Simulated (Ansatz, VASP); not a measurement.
# One calculation of Al, two programs

```xyz
1
Lattice="0.0000 1.9931 1.9931 1.9931 0.0000 1.9931 1.9931 1.9931 0.0000" Properties=species:S:1:pos:R:3 pbc="T T T"
Al    0.0000    0.0000    0.0000
```

Alike in both runs: functional r2SCAN; dispersion rVV10; k mesh 18 × 18 × 18; occupations gaussian, width 0.1 eV; no spin polarisation.

Ansatz relaxed the structure, and its values are those at the end. VASP's run is a single point on that final structure, the one shown.

```csv
,VASP,Ansatz
version,VASP 6.6.1,Ansatz 0.2.0
potentials or method,"VASP PAW PBE potentials, release 64 (Al)","scalar-relativistic, plane waves, PAW"
plane-wave cutoff (eV),520,500
valence electrons in the cell,3,3
```

```tsv
	VASP	Ansatz	Ansatz less VASP
gap on the k mesh at the Fermi level (eV)	none	none	-
pressure (GPa)	-0.2	0.0	+0.19
```

A gap of «none» marks a metal or a gap that the smearing closes.

Caveats: the PAW data sets were made with another functional, which shifts forces and pressure a little (VASP).
